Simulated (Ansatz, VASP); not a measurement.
One calculation of KCl, two programs

INCAR

```
SYSTEM = KCl
ALGO = Normal
EDIFF = 1E-6
ENCUT = 520
GGA = CA
ISIF = 2
ISMEAR = -1
LASPH = .TRUE.
LCHARG = .FALSE.
LREAL = .FALSE.
LWAVE = .FALSE.
NBANDS = 15
NELM = 100
PREC = Accurate
SIGMA = 0.03
```

The input KPOINTS:

```
k-points
0
G
  7 7 7
  0 0 0
```

File POSCAR:

```
KCl
1.0
    0.0000000000      3.1245390000      3.1561000000
    3.1245390000      0.0000000000      3.1561000000
    3.1245390000      3.1245390000      0.0000000000
K Cl
1 1
Direct
    0.0000000000      0.0000000000      0.0000000000
    0.5000000000      0.5000000000      0.5000000000
```

Input for Ansatz:

```yaml
crystal:
  lattice:
    - [0.0, 3.124539, 3.1561]
    - [3.124539, 0.0, 3.1561]
    - [3.124539, 3.124539, 0.0]
  atoms:
    - { symbol: K, position: [0.0, 0.0, 0.0] }
    - { symbol: Cl, position: [0.5, 0.5, 0.5] }
kpoints:
  mp_grid: { grid: [7, 7, 7] }
  band_path:
    path:
      - [0.0, 0.0, 0.0]
      - [0.0, 0.5, 0.5]
      - [0.25, 0.75, 0.5]
      - [0.0, 0.5, 0.0]
      - [0.0, 0.0, 0.0]
      - [0.5, 0.5, 0.0]
      - [0.3725125, 0.6274875, 0.0]
      - [-0.3725125, 0.3725125, 0.0]
      - [0.0, 0.0, 0.0]
    npoints: 5
scf:
  occupations: { method: fermi_dirac, width: 0.03 }
hamiltonian:
  xc: lda
  pseudopotentials: { kind: all_electron, lapw: { basis_error: 0.001 } }
output:
  forces: true
  stress: true
  eigenvalues: true
```

Change from the starting cell: equal xx and yy strain of -1 %.

Alike in both runs: task single point; functional LDA; k mesh 7 × 7 × 7; occupations fermi-dirac, width 0.03 eV; no spin polarisation.

|  | VASP | Ansatz |
| --- | --- | --- |
| version | VASP 6.6.1 | Ansatz 0.2.0 |
| potentials or method | VASP PAW LDA potentials, release 64 (K_sv, Cl) | all-electron LAPW, scalar-relativistic |
| plane-wave cutoff (eV) | 520 | see its input |

|  | VASP | Ansatz | Ansatz less VASP |
| --- | --- | --- | --- |
| gap on the k mesh at the Fermi level (eV) | 4.78 | 4.78 | -0.003 |
| pressure (GPa) | -1.7 | -1.8 | -0.05 |
| largest component of the traceless stress (GPa) | 0.20 | 0.20 | -0.006 |

Ansatz ran all-electron here, so the differences hold the error of VASP's frozen core and of both bases.
